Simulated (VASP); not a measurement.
Input:

```
Li3N
1.0
    1.81632    -3.14595     0.00000
    1.81632     3.14595     0.00000
    0.00000     0.00000     3.86620
Li N
3 1
Cartesian
  1.81632   1.04865   0.00000
  1.81632  -1.04865   0.00000
  0.00000   0.00000   1.93310
  0.00000   0.00000   3.86620
```

Level of theory: PBE GGA, VASP's PBE PAW potentials (set 64) (plane waves; VASP). Run with 520 eV cut-off, 8×8×7 Γ-centred mesh, tetrahedra with Blöchl corrections, potentials Li_sv N.

Q: What does the run give for the energy per atom (σ→0)?

A: 
The energy per atom (σ→0) is -3.907 eV/atom.

The compound is Li3N in the alpha structure. It was relaxed first.
